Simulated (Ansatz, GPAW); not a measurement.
**MgSe: programs and potentials compared**

```
Se Mg
1.0
     0.00000    2.72550    2.72550
     2.72550    0.00000    2.72550
     2.72550    2.72550    0.00000
Se Mg
1 1
Direct
  0.50000 0.50000 0.50000
  0.00000 0.00000 0.00000
```

Alike in all runs: task equation of state; functional LDA; k mesh 8 × 8 × 8; occupations fermi-dirac, width 0.05 eV; no spin polarisation; no spin-orbit coupling. LDA stands for any of its common fits.

```tsv
program and potentials	plane-wave cutoff (eV)	notes	equilibrium volume (Å³/atom)	bulk modulus (GPa)
Ansatz, Ansatz PAW	420	potentials made for PBE, which Ansatz adapts in part	?	?
Ansatz, all-electron LAPW, scalar-relativistic	-	-	19.60	69.0
GPAW, the program's PAW data sets (release 1.2.1) made for this functional	800	-	19.61	69.2
```

Question: Estimate from the other rows what the run with Ansatz, Ansatz PAW gave.

Answer: Equilibrium volume 19.59 Å³/atom; bulk modulus 69.1 GPa. The other rows, which needn't bracket it: equilibrium volume 19.60 to 19.61; bulk modulus 69.0 to 69.2.
